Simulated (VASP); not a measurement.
Runs of VASP 6.6.1 on Mg. It takes space group P6_3/mmc (No. 194, hexagonal). The conventional cell has a = 3.209 Å, b = 3.209 Å, c = 5.210 Å, α = 90.00°, β = 90.00°, γ = 120.00°. Mg (site symmetry -6m2) is surrounded by 12 Mg at 3.20 to 3.21 Å. 

```tsv
level	grid for exact exchange (PRECFOCK)	pressure (GPa)
HF	Normal	(a)
B3LYP	Fast	-0.4
SCAN0	Fast	-1.2
PBE0	Normal	-0.8
PBEsol0	Fast	-1.3
r2SCAN0	Normal	-1.2
TPSSh	Normal	-0.8
```

Alike in all rows: task band structure; potentials or basis VASP PAW PBE potentials, release 64 (Mg); no spin polarisation; cell as given; k mesh 5 × 5 × 3; cutoff (eV) 520; smearing fermi-dirac 0.05 eV; the mesh is coarse, so values aren't converged.

**Question.** Estimate the missing entries.

**Answer.** (a) 2.0.

Caveats: all runs use coarse meshes; an unscreened hybrid on a path of extra k points without a Coulomb cutoff has errors near the mesh points, so the bands along the path aren't reliable; the PAW data sets were made with another functional, which shifts forces and pressure a little.
